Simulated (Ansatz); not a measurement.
# MnO (Fm-3m) in Ansatz: a series of runs, part 3 of 3

Ansatz 0.2.0. Earlier steps stand in the parts before.

## Step 5: Band structure, r2SCAN+U, collinear spin, ferromagnetic start

File input.yaml:

```yaml
crystal:
  lattice:
    - [0.0, 2.2239077028, 2.2239077028]
    - [2.2239077028, 0.0, 2.2239077028]
    - [2.2239077028, 2.2239077028, 0.0]
  atoms:
    - { symbol: Mn, position: [0.0, 0.0, 0.0], spin: 4.0 }
    - { symbol: O, position: [0.5, 0.5, 0.5] }
hamiltonian:
  xc: r2scan
  pseudopotentials: { kind: paw }
  hubbard: { sites: [{ species: Mn, l: d, u_eff: 3.0 }] }
magnetization:
  spin_polarized: true
kpoints:
  mp_grid: { grid: [10, 10, 10] }
  band_path:
    path:
      - [[0.0, 0.0, 0.0], [0.5, 0.0, 0.5], [0.5, 0.25, 0.75], [0.375, 0.375, 0.75], [0.0, 0.0, 0.0], [0.5, 0.5, 0.5], [0.625, 0.25, 0.625], [0.5, 0.25, 0.75], [0.5, 0.5, 0.5], [0.375, 0.375, 0.75]]
      - [[0.625, 0.25, 0.625], [0.5, 0.0, 0.5]]
    npoints: 14
scf:
  occupations: { method: fermi_dirac, width: 0.05 }
  n_extra_bands: 6
output:
  forces: true
  stress: true
  eigenvalues: true
  fatbands: false
```

The run is started by

```sh
ansatz run input.yaml --threads 2 --pin off --max-ram 5632MiB --backend cpu --events-out ev --progress --plain --runs-dir out
```

It took 5.3 s on 2 threads of Arm Neoverse V2, shared host; peak memory 0.37 GiB.

Results (log left out):

| Quantity | Value |
| --- | --- |
| Free energy | -4473.1979 eV |
| Pressure | 3.6 GPa |
| Band gap on the k mesh | 0.60 eV, indirect (least direct gap 3.10 eV) |
| Band gap along the path | 0.60 eV, indirect (least direct gap 3.10 eV) |
| Net moment | 5.00 μB per cell |
| Absolute moment | 5.00 μB per cell |
| Site moments | Mn +4.32; O +0.19 μB |

Levels at the corners of the path, in eV from the valence-band top:
Spin up:
| point | band 11 | band 12 | band 13 | band 14 | band 15 | band 16 |
| --- | --- | --- | --- | --- | --- | --- |
| Γ | -2.92 | -2.92 | -2.92 | 0.60 | 15.39 | 17.59 |
| X | -3.45 | -3.45 | -3.13 | 6.17 | 9.34 | 11.50 |
| W | -3.20 | -3.20 | -1.51 | 8.28 | 9.65 | 9.65 |
| K | -3.01 | -2.53 | -1.46 | 7.62 | 9.38 | 9.42 |
| Γ | -2.92 | -2.92 | -2.92 | 0.60 | 15.39 | 17.59 |
| L | -2.72 | 0.00 | 0.00 | 4.73 | 9.15 | 13.22 |
| U | -3.01 | -2.53 | -1.46 | 7.62 | 9.38 | 9.42 |
| W | -3.20 | -3.20 | -1.51 | 8.28 | 9.65 | 9.65 |
| L | -2.72 | 0.00 | 0.00 | 4.73 | 9.15 | 13.22 |
| K | -3.01 | -2.53 | -1.46 | 7.62 | 9.38 | 9.42 |
| U | -3.01 | -2.53 | -1.46 | 7.62 | 9.38 | 9.42 |
| X | -3.45 | -3.45 | -3.13 | 6.17 | 9.34 | 11.50 |
Spin down:
```
point  band 4  band 5  band 6  band 7  band 8  band 9  band 10  band 11  band 12  band 13
    Γ  -45.57  -19.97   -2.50   -2.50   -2.50    2.36     3.90     3.90     3.90     4.49
    X  -45.59  -18.94   -5.70   -3.54   -3.54    2.12     5.13     5.21     5.74     5.74
    W  -45.60  -18.87   -4.85   -4.85   -4.28    4.33     4.33     5.25     5.75     5.96
    K  -45.59  -18.89   -5.27   -4.81   -3.70    3.40     5.37     5.43     5.52     5.89
    Γ  -45.57  -19.97   -2.50   -2.50   -2.50    2.36     3.90     3.90     3.90     4.49
    L  -45.57  -19.00   -6.49   -3.74   -3.74    5.01     5.25     5.25     6.02     6.64
    U  -45.59  -18.89   -5.27   -4.81   -3.70    3.40     5.37     5.43     5.52     5.89
    W  -45.60  -18.87   -4.85   -4.85   -4.28    4.33     4.33     5.25     5.75     5.96
    L  -45.57  -19.00   -6.49   -3.74   -3.74    5.01     5.25     5.25     6.02     6.64
    K  -45.59  -18.89   -5.27   -4.81   -3.70    3.40     5.37     5.43     5.52     5.89
    U  -45.59  -18.89   -5.27   -4.81   -3.70    3.40     5.37     5.43     5.52     5.89
    X  -45.59  -18.94   -5.70   -3.54   -3.54    2.12     5.13     5.21     5.74     5.74
```

Eigenvalues of the final occupation matrices:
| site | spin | trace | eigenvalues |
| --- | --- | --- | --- |
| site 1 | 1 | 4.99 | 0.99 0.99 1.00 1.00 1.00 |
| site 1 | 2 | 0.25 | 0.03 0.03 0.03 0.08 0.08 |

Caveat: the magnetic or orbital state may not be the lowest; a cell with one magnetic atom can't hold antiferromagnetic order, which such compounds often take; the PAW data sets come from PBE, with cores solved anew for the run's functional, which leaves a small shift of forces and pressure. The state reached can hang on the start; a lower one may exist.

## Step 6: Band structure, r2SCAN+U, collinear spin, ferromagnetic start

input.yaml: that of step 5 with these lines changed.

```diff
@@ -11,3 +11,3 @@
   pseudopotentials: { kind: paw }
-  hubbard: { sites: [{ species: Mn, l: d, u_eff: 3.0 }] }
+  hubbard: { sites: [{ species: Mn, l: d, u_eff: 4.0 }] }
 magnetization:
@@ -28,2 +28,2 @@
   eigenvalues: true
-  fatbands: false
+  fatbands: true
```

Potentials or basis: Ansatz PAW.

The run is started by

```sh
ansatz run input.yaml --threads 2 --pin off --max-ram 5632MiB --backend cpu --events-out ev --progress --plain --runs-dir out
```

Wall time 6 s (2 threads of Arm Neoverse V2, shared host); peak memory 0.37 GiB.

It converged, with:

```
Free energy             : -4473.0773 eV
Pressure                : 4.7 GPa
Band gap on the k mesh  : 0.78 eV, indirect (least direct gap 3.09 eV)
Band gap along the path : 0.78 eV, indirect (least direct gap 3.09 eV)
Net moment              : 5.00 μB per cell
Absolute moment         : 5.00 μB per cell
Site moments            : Mn +4.34; O +0.17 μB
```

Levels at the corners of the path, in eV from the valence-band top:
Spin up:
| point | band 9 | band 10 | band 11 | band 12 | band 13 | band 14 | band 15 | band 16 | band 17 |
| --- | --- | --- | --- | --- | --- | --- | --- | --- | --- |
| Γ | -4.42 | -4.42 | -2.70 | -2.70 | -2.70 | 0.78 | 15.56 | 17.74 | 17.74 |
| X | -3.84 | -3.84 | -3.78 | -3.78 | -3.45 | 6.32 | 9.54 | 11.65 | 15.39 |
| W | -3.84 | -3.58 | -3.31 | -3.31 | -1.60 | 8.44 | 9.83 | 9.83 | 12.48 |
| K | -4.26 | -3.97 | -3.22 | -2.69 | -1.50 | 7.78 | 9.57 | 9.59 | 14.87 |
| Γ | -4.42 | -4.42 | -2.70 | -2.70 | -2.70 | 0.78 | 15.56 | 17.74 | 17.74 |
| L | -4.06 | -4.06 | -2.90 | 0.00 | 0.00 | 4.89 | 9.34 | 13.38 | 13.38 |
| U | -4.26 | -3.97 | -3.22 | -2.69 | -1.50 | 7.78 | 9.57 | 9.59 | 14.87 |
| W | -3.84 | -3.58 | -3.31 | -3.31 | -1.60 | 8.44 | 9.83 | 9.83 | 12.48 |
| L | -4.06 | -4.06 | -2.90 | 0.00 | 0.00 | 4.89 | 9.34 | 13.38 | 13.38 |
| K | -4.26 | -3.97 | -3.22 | -2.69 | -1.50 | 7.78 | 9.57 | 9.59 | 14.87 |
| U | -4.26 | -3.97 | -3.22 | -2.69 | -1.50 | 7.78 | 9.57 | 9.59 | 14.87 |
| X | -3.84 | -3.84 | -3.78 | -3.78 | -3.45 | 6.32 | 9.54 | 11.65 | 15.39 |
Spin down:
```
point  band 5  band 6  band 7  band 8  band 9  band 10  band 11  band 12
    Γ  -19.78   -2.32   -2.32   -2.32    2.53     4.51     4.51     4.51
    X  -18.73   -5.52   -3.36   -3.36    2.71     5.72     5.75     6.36
    W  -18.66   -4.65   -4.65   -4.06    4.91     4.91     5.81     6.36
    K  -18.68   -5.07   -4.60   -3.49    3.98     5.97     5.98     6.13
    Γ  -19.78   -2.32   -2.32   -2.32    2.53     4.51     4.51     4.51
    L  -18.81   -6.27   -3.48   -3.48    5.57     5.85     5.85     6.19
    U  -18.68   -5.07   -4.60   -3.49    3.98     5.97     5.98     6.13
    W  -18.66   -4.65   -4.65   -4.06    4.91     4.91     5.81     6.36
    L  -18.81   -6.27   -3.48   -3.48    5.57     5.85     5.85     6.19
    K  -18.68   -5.07   -4.60   -3.49    3.98     5.97     5.98     6.13
    U  -18.68   -5.07   -4.60   -3.49    3.98     5.97     5.98     6.13
    X  -18.73   -5.52   -3.36   -3.36    2.71     5.72     5.75     6.36
```

Eigenvalues of the final occupation matrices:
| site | spin | trace | eigenvalues |
| --- | --- | --- | --- |
| site 1 | 1 | 4.99 | 0.99 0.99 1.00 1.00 1.00 |
| site 1 | 2 | 0.24 | 0.03 0.03 0.03 0.08 0.08 |

Caveat: the magnetic or orbital state may not be the lowest; a cell with one magnetic atom can't hold antiferromagnetic order, which such compounds often take; the PAW data sets come from PBE, with cores solved anew for the run's functional, which leaves a small shift of forces and pressure. The state reached can hang on the start; a lower one may exist.

## Step 7: The runs side by side

```tsv
level	U	hubbard projectors	double counting	gap on the mesh (eV)	pressure (GPa)	moment (μB)
r2SCAN	-	-	-	none	0.3	5.00
r2SCAN+U	Mn d U = 1 eV	ortho-atomic (the default)	fll (the default)	none	1.4	5.00
r2SCAN+U	Mn d U = 2 eV	ortho-atomic (the default)	fll (the default)	0.40	2.5	5.00
r2SCAN+U	Mn d U = 3 eV	ortho-atomic (the default)	fll (the default)	0.60	3.6	5.00
r2SCAN+U	Mn d U = 4 eV	ortho-atomic (the default)	fll (the default)	0.78	4.7	5.00
```

Alike in all rows: task band structure; potentials or basis Ansatz PAW; spin collinear, ferromagnetic start; cell as given; k mesh 10 × 10 × 10; cutoff (eV) 500; smearing fermi-dirac 0.05 eV.

On the cell as given the gap runs from zero (r2SCAN) to 0.78 eV (r2SCAN+U). The pressure there spans 0.3 GPa (r2SCAN) to 4.7 GPa (r2SCAN+U); a positive pressure means that this level wants a larger cell, a negative one a smaller.

Caveats: the magnetic or orbital state may not be the lowest; a cell with one magnetic atom can't hold antiferromagnetic order, which such compounds often take; the PAW data sets come from PBE, with cores solved anew for the run's functional, which leaves a small shift of forces and pressure; semilocal functionals often make such compounds metallic where correlation or magnetic order opens a gap, which also shifts bond lengths (some runs).

Total energies depend on the potentials used, so only differences within one code and one set of settings carry meaning.
